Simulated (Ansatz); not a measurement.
Level of theory: Ansatz, DFT PBE, scalar-relativistic, plane waves, PAW. All cells share a 420 eV cutoff and Γ-centred k meshes spaced at most about 0.3 Å⁻¹ (2π included). No spin polarisation in the final relaxations.

All energies are static (0 K, no zero-point motion).

Compare these two cells of MgI₂, each relaxed at this level.

A.

```xyz
3
Lattice="5.6217 0.0000 0.0000 0.0000 5.6217 0.0000 0.0000 0.0000 6.5923" Properties=species:S:1:pos:R:3 pbc="T T T"
Mg    0.0000    0.0000    0.0000
I     2.8109    0.0000    0.0000
I     0.0000    2.8109    0.0000
```

B.

```xyz
6
Lattice="4.3993 0.0000 0.0000 -0.0018 4.4007 0.0000 -1.1336 -1.5956 15.9925" Properties=species:S:1:pos:R:3 pbc="T T T"
Mg    1.7709    0.3891   11.9374
Mg    1.4931    2.4159    4.0550
I    -0.4287    0.3877   13.6217
I     3.6927    2.4174    2.3707
I     1.7713    2.5896   10.2538
I     1.4926    0.2155    5.7387
```

Task: Which form is favoured at zero pressure, and by what margin per atom?

Result: B is lower, by 0.37 eV/atom. A has space group P4/mmm (No. 123), 69.4 Å³/atom and a gap of 0.48 eV on its mesh; B has space group P-1 (No. 2), 51.6 Å³/atom and a gap of 3.34 eV. Counting I atoms around Mg (those within 1.25 times the shortest such distance or 1.15 times the sum of covalent radii), A and B both have Mg 4. Both come from invented guesses. The part of the Crystallography Open Database at hand lists MgI2 in space group No. 164, which no cell shown has.

No dispersion correction is applied, so the spacing and binding between layers, chains or molecules are poorly described (P4/mmm, P-1), and this can change margins and order among such cells. Spin–orbit coupling, which can matter for I, is left out. Kohn–Sham gaps at this level usually fall short of measured ones. The missing spin–orbit coupling can work the other way here. Cells relaxed within their symmetry can be saddle points. The P-1 cell of MgI2 came from shaking the P4/mmm one.
